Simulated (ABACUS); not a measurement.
# NaF (Villiaumite) (Fm-3m) in ABACUS: equation of state, part 2 of 2

ABACUS 3.10.1. Earlier steps stand in the parts before.

## Step 3: Equation of state, PBE, 11.99 Å³/atom (volume scaled by 0.96)

The input, INPUT:

```
INPUT_PARAMETERS
suffix              NaF
calculation         scf
basis_type          pw
pseudo_dir          ./
symmetry            1
dft_functional      pbe
ecutwfc             89
pseudo_rcut         10
nspin               1
nbands              12
ks_solver           dav
smearing_method     fd
smearing_sigma      0.00367493
scf_thr             1e-08
scf_nmax            100
mixing_type         broyden
mixing_beta         0.7
cal_force           1
cal_stress          1
kpar                4
```

The input, STRU:

```
ATOMIC_SPECIES
Na 22.9898 Na.upf
F 18.9984 F.upf

LATTICE_CONSTANT
1.8897261246

LATTICE_VECTORS
0.0000000000 2.2886448050 2.2886448050
2.2886448050 0.0000000000 2.2886448050
2.2886448050 2.2886448050 0.0000000000

ATOMIC_POSITIONS
Direct

Na
0.0
1
0.0000000000 0.0000000000 0.0000000000 1 1 1

F
0.0
1
0.5000000000 0.5000000000 0.5000000000 1 1 1
```

The input, KPT:

```
K_POINTS
0
Gamma
10 10 10 0 0 0
```

Potentials or basis: PseudoDojo NC SR 0.4.1 PBE standard, plane waves.

The run is started by

```bash
$ OMP_NUM_THREADS=1 mpirun -np 4 abacus > log
```

Wall time 5 s (4 MPI ranks of Intel Xeon 6975P-C (Granite Rapids), shared host); peak memory 0.28 GiB.

The run converged. Its results:

* Free energy: -1917.9327 eV
* Pressure: 4.2 GPa
* Band gap on the k mesh: 6.55 eV, direct

## Step 4: Equation of state, PBE, 12.24 Å³/atom (volume scaled by 0.98)

INPUT is that of step 3.

STRU: that of step 3 with these lines changed.

```diff
@@ -8,5 +8,5 @@
 LATTICE_VECTORS
-0.0000000000 2.2886448050 2.2886448050
-2.2886448050 0.0000000000 2.2886448050
-2.2886448050 2.2886448050 0.0000000000
+0.0000000000 2.3044290610 2.3044290610
+2.3044290610 0.0000000000 2.3044290610
+2.3044290610 2.3044290610 0.0000000000
```

KPT is that of step 3.

Potentials or basis: PseudoDojo NC SR 0.4.1 PBE standard, plane waves.

The run is started by

```bash
$ OMP_NUM_THREADS=1 mpirun -np 4 abacus > log
```

running log:

```text
ABACUS v3.10.1

               Atomic-orbital Based Ab-initio Computation at UStc

 ------------------------------------------------------------------------------------

 READING GENERAL INFORMATION
                           global_out_dir = OUT.NaF/
                           global_in_card = INPUT
                               pseudo_dir = ./
                              orbital_dir =
                                    DSIZE = 4
                                    GSIZE = 1

 READING UNITCELL INFORMATION
                                    ntype = 2
                  lattice constant (Bohr) = 1.88973
              lattice constant (Angstrom) = 1

 READING ATOM TYPE 1
                               atom label = Na
                      L=0, number of zeta = 1
                      L=1, number of zeta = 1
                      L=2, number of zeta = 1
             number of atom for this type = 1

 READING ATOM TYPE 2
                               atom label = F
                      L=0, number of zeta = 1
                      L=1, number of zeta = 1
                      L=2, number of zeta = 1
             number of atom for this type = 1

                        TOTAL ATOM NUMBER = 2
DIRECT COORDINATES
[... 331 lines left out ...]
 E_Fermi        0.3913322086         5.3243478485
----------------------------------------------------------

 charge density convergence is achieved
 final etot is -1917.9439976 eV
 EFERMI = 5.3243478485 eV

 STATE ENERGY(eV) AND OCCUPATIONS    NSPIN == 1
 1/12 kpoint (Cartesian) = 0.0000 0.0000 0.0000 (2397 pws)
       1       -45.9828     0.00200000
       2       -18.0689     0.00200000
       3       -17.8675     0.00200000
       4       -17.8675     0.00200000
       5       -17.8675     0.00200000
       6        1.05361     0.00200000
       7        1.05361     0.00200000
       8        1.05361     0.00200000
       9        7.48295    3.56185e-22
      10        20.2621        0.00000
      11        20.2621        0.00000
      12        20.2621        0.00000
[... 57 lines left out ...]
 6/12 kpoint (Cartesian) = 0.10849 0.10849 0.10849 (2362 pws)
       1       -45.9686     0.00800000
       2       -18.7421     0.00800000
       3       -17.8801     0.00800000
       4       -17.8801     0.00800000
       5       -17.0573     0.00800000
       6      -0.552700     0.00800000
       7       0.795923     0.00800000
       8       0.795923     0.00800000
       9        11.9759    1.34279e-60
      10        13.6900    1.73903e-75
      11        21.3798        0.00000
      12        21.3798        0.00000

[... levels at 6 further k points ...]

------------------------------------------------------------------------------------------
 TOTAL-FORCE (eV/Angstrom)
------------------------------------------------------------------------------------------
                       Na1         0.0000000000         0.0000000000         0.0000000000
                        F1         0.0000000000         0.0000000000         0.0000000000
------------------------------------------------------------------------------------------

----------------------------------------------------------------
 TOTAL-STRESS (KBAR)
----------------------------------------------------------------
        29.8869438557         0.0000000000        -0.0000000000
         0.0000000000        29.8869438557        -0.0000000000
         0.0000000000        -0.0000000000        29.8869438557
----------------------------------------------------------------
 TOTAL-PRESSURE: 29.886944 KBAR

 --------------------------------------------
 !FINAL_ETOT_IS -1917.9439976023234067 eV
 --------------------------------------------
```

stdout:

```text
ABACUS v3.10.1

               Atomic-orbital Based Ab-initio Computation at UStc

%%%%%%%%%%%%%%%%%%%%%%%%%%%%%%%%%%%%%%%%%%%%%%%%%%%%%%%%%%%%%%%%%%%%%%%%%%%%%%%%%%%%%%%%%%%%%%%%%%%%%%%%%
 Warning: the number of valence electrons in pseudopotential > 1 for Na: [Ne] 3s1
[... 34 lines left out ...]
 TOTAL-STRESS (KBAR)
----------------------------------------------------------------
        29.8869438557         0.0000000000        -0.0000000000
         0.0000000000        29.8869438557        -0.0000000000
         0.0000000000        -0.0000000000        29.8869438557
----------------------------------------------------------------
 TOTAL-PRESSURE: 29.886944 KBAR
```

Wall time 5.3 s (4 MPI ranks of Intel Xeon 6975P-C (Granite Rapids), shared host); peak memory 0.28 GiB.

Results:

```
Free energy            : -1917.9440 eV
Pressure               : 3.0 GPa
Band gap on the k mesh : 6.43 eV, direct
```

## Step 5: Equation of state, PBE, 12.49 Å³/atom

INPUT is that of step 4.

STRU: that of step 4 with these lines changed.

```diff
@@ -8,5 +8,5 @@
 LATTICE_VECTORS
-0.0000000000 2.3044290610 2.3044290610
-2.3044290610 0.0000000000 2.3044290610
-2.3044290610 2.3044290610 0.0000000000
+0.0000000000 2.3200000000 2.3200000000
+2.3200000000 0.0000000000 2.3200000000
+2.3200000000 2.3200000000 0.0000000000
```

KPT is that of step 4.

The run is started by

```bash
$ OMP_NUM_THREADS=1 mpirun -np 4 abacus > log
```

It took 5.1 s on 4 MPI ranks of Intel Xeon 6975P-C (Granite Rapids), shared host; peak memory 0.28 GiB.

Results (log left out):

| Quantity | Value |
| --- | --- |
| Free energy | -1917.9516 eV |
| Pressure | 1.9 GPa |
| Band gap on the k mesh | 6.32 eV, direct |

## Step 6: Equation of state, PBE, 12.74 Å³/atom (volume scaled by 1.02)

INPUT is that of step 5.

STRU: that of step 5 with these lines changed.

```diff
@@ -8,5 +8,5 @@
 LATTICE_VECTORS
-0.0000000000 2.3200000000 2.3200000000
-2.3200000000 0.0000000000 2.3200000000
-2.3200000000 2.3200000000 0.0000000000
+0.0000000000 2.3353646862 2.3353646862
+2.3353646862 0.0000000000 2.3353646862
+2.3353646862 2.3353646862 0.0000000000
```

KPT is that of step 5.

Potentials or basis: PseudoDojo NC SR 0.4.1 PBE standard, plane waves.

The run is started by

```bash
$ OMP_NUM_THREADS=1 mpirun -np 4 abacus > log
```

It took 5.2 s on 4 MPI ranks of Intel Xeon 6975P-C (Granite Rapids), shared host; peak memory 0.28 GiB.

The run converged. Its results:

```yaml
Free_energy: -1917.9559 eV
Pressure: 0.9 GPa
Band_gap_on_the_k_mesh: 6.21 eV, direct
```

## Step 7: Equation of state, PBE, 12.99 Å³/atom (volume scaled by 1.04)

INPUT is that of step 6.

STRU: that of step 6 with these lines changed.

```diff
@@ -8,5 +8,5 @@
 LATTICE_VECTORS
-0.0000000000 2.3353646862 2.3353646862
-2.3353646862 0.0000000000 2.3353646862
-2.3353646862 2.3353646862 0.0000000000
+0.0000000000 2.3505298169 2.3505298169
+2.3505298169 0.0000000000 2.3505298169
+2.3505298169 2.3505298169 0.0000000000
```

KPT is that of step 6.

The run is started by

```bash
$ OMP_NUM_THREADS=1 mpirun -np 4 abacus > log
```

Run time: 5.1 s. Hardware: 4 MPI ranks of Intel Xeon 6975P-C (Granite Rapids), shared host; peak memory 0.32 GiB.

The run converged. Its results:

- Free energy: -1917.9571 eV
- Pressure: -0.1 GPa
- Band gap on the k mesh: 6.11 eV, direct

## Step 8: Equation of state, PBE, 13.24 Å³/atom (volume scaled by 1.06)

INPUT is that of step 7.

STRU: that of step 7 with these lines changed.

```diff
@@ -8,5 +8,5 @@
 LATTICE_VECTORS
-0.0000000000 2.3505298169 2.3505298169
-2.3505298169 0.0000000000 2.3505298169
-2.3505298169 2.3505298169 0.0000000000
+0.0000000000 2.3655017480 2.3655017480
+2.3655017480 0.0000000000 2.3655017480
+2.3655017480 2.3655017480 0.0000000000
```

KPT is that of step 7.

The run is started by

```bash
$ OMP_NUM_THREADS=1 mpirun -np 4 abacus > log
```

It took 5.2 s on 4 MPI ranks of Intel Xeon 6975P-C (Granite Rapids), shared host; peak memory 0.28 GiB.

Results (log left out):

```yaml
Free_energy: -1917.9557 eV
Pressure: -0.9 GPa
Band_gap_on_the_k_mesh: 6.01 eV, direct
```

## Step 9: Equation of state, PBE

Potentials or basis: PseudoDojo NC SR 0.4.1 PBE standard, plane waves.

No new run: the results of the series are fitted here.

What came out:

```
Equilibrium volume                      : 12.98 Å³/atom
Bulk modulus                            : 45 GPa
Pressure derivative of the bulk modulus : 4.5
```

Energy against volume, from the lowest point:
| volume (Å³/atom) | energy (meV/atom) |
| --- | --- |
| 11.738 | 19.93 |
| 11.988 | 12.22 |
| 12.237 | 6.57 |
| 12.487 | 2.78 |
| 12.737 | 0.64 |
| 12.987 | 0.00 |
| 13.236 | 0.70 |
